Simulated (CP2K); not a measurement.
The system is CdS.

```
Cd S
1.0
     4.26117    0.00000    0.00000
    -2.13058    3.69028    0.00000
     0.00000    0.00000    5.80417
Cd S
1 1
Direct
  0.00000 0.00000 0.44269
  0.66667 0.33333 0.43431
```

Measurements of this composition are mostly on another form, of space group No. 186.

Base run:

* Program: CP2K 2026.2
* Functional: PBE
* Potentials or basis: POTENTIAL_UZH Cd GTH-SCAN-q12, S GTH-SCAN-q6; DZVP-MOLOPT-SR-GTH basis
* Density cutoff: 6123 eV
* k mesh: 7 × 7 × 5
* Occupations: fermi-dirac, width 0.05 eV
* Spin: no spin polarisation

Its results: band gap on the k mesh 1.68 eV, indirect (least direct gap 1.71 eV); pressure 1.1 GPa; largest force 0.015 eV/Å.

Problem. The run is repeated on the same cell with these changes: potentials or basis from POTENTIAL_UZH Cd GTH-SCAN-q12, S GTH-SCAN-q6; DZVP-MOLOPT-SR-GTH basis to GTH_POTENTIALS Cd GTH-PADE-q12, S GTH-PADE-q6; DZVP-MOLOPT-SR-GTH basis; potentials from Cd GTH-SCAN-q12 of POTENTIAL_UZH, S GTH-SCAN-q6 of POTENTIAL_UZH to Cd GTH-PADE-q12 of GTH_POTENTIALS, S GTH-PADE-q6 of GTH_POTENTIALS. What comes out?

Solution. Band gap on the k mesh 1.44 eV, indirect (least direct gap 1.51 eV); pressure -0.1 GPa; largest force 0.006 eV/Å.

Caveats: the potentials were made for another functional, which shifts forces and pressure; an odd mesh through Γ misses points on the zone boundary, where band edges often lie; the basis of atomic orbitals isn't converged, which shifts pressures, moduli and gaps.
